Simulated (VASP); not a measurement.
Set up this calculation in VASP 6.6.1, as the native input.

- Task: band structure
- Functional: PBEsol
- Potentials or basis: VASP PAW PBE potentials, release 64 (As, B)
- Cutoff: 520 eV
- k mesh: 7 × 7 × 7
- Occupations: fermi-dirac, width 0.05 eV
- Spin: spin-orbit coupling, no magnetisation
- Further INCAR settings: ALGO = Normal; EDIFF = 1e-06

The structure of BAs lies in POSCAR:

```
BAs
1.0
    0.0000000000      2.3885000000      2.3885000000
    2.3885000000      0.0000000000      2.3885000000
    2.3885000000      2.3885000000      0.0000000000
As B
1 1
Direct
    0.7500000000      0.7500000000      0.7500000000
    0.0000000000      0.0000000000      0.0000000000
```

One way to write it, as run:

INCAR

```
SYSTEM = BAs
ALGO = Normal ; EDIFF = 1E-6
ENCUT = 520 ; GGA = PS
GGA_COMPAT = .FALSE. ; ISIF = 2
ISMEAR = -1 ; LASPH = .TRUE.
LCHARG = .FALSE. ; LORBIT = 11
LREAL = .FALSE. ; LSORBIT = .TRUE.
LWAVE = .FALSE. ; MAGMOM = 0 0 0 0 0 0
NELM = 80 ; PREC = Accurate
SIGMA = 0.05
```

KPOINTS

```
k-points
0
G
  7 7 7
  0 0 0
```

KPOINTS_OPT

```
path GXWKGLUWLK,UX
10
line-mode
reciprocal
 0.0000000000  0.0000000000  0.0000000000  G
 0.5000000000  0.0000000000  0.5000000000  X

 0.5000000000  0.0000000000  0.5000000000  X
 0.5000000000  0.2500000000  0.7500000000  W

 0.5000000000  0.2500000000  0.7500000000  W
 0.3750000000  0.3750000000  0.7500000000  K

 0.3750000000  0.3750000000  0.7500000000  K
 0.0000000000  0.0000000000  0.0000000000  G

 0.0000000000  0.0000000000  0.0000000000  G
 0.5000000000  0.5000000000  0.5000000000  L

 0.5000000000  0.5000000000  0.5000000000  L
 0.6250000000  0.2500000000  0.6250000000  U

 0.6250000000  0.2500000000  0.6250000000  U
 0.5000000000  0.2500000000  0.7500000000  W

 0.5000000000  0.2500000000  0.7500000000  W
 0.5000000000  0.5000000000  0.5000000000  L

 0.5000000000  0.5000000000  0.5000000000  L
 0.3750000000  0.3750000000  0.7500000000  K

 0.6250000000  0.2500000000  0.6250000000  U
 0.5000000000  0.0000000000  0.5000000000  X
```

Potentials or basis: VASP PAW PBE potentials, release 64 (As, B).

Run with:

```sh
$ cat potpaw_PBE.64/As/POTCAR potpaw_PBE.64/B/POTCAR > POTCAR
$ mpirun -np 1 vasp_ncl > vasp.out
```

Results of the run:

```
Pressure                                              : 0.1 GPa
Valence electrons inside the program's atomic spheres : As 2.93; B 1.82
```

Caveat: the PAW data sets were made with another functional, which shifts forces and pressure a little.

Run time: 2.5 min on 1 thread of Intel(R) Xeon(R) Platinum 8375C CPU @ 2.90GHz (Ice Lake), on a shared host, peak memory 0.24 GiB.
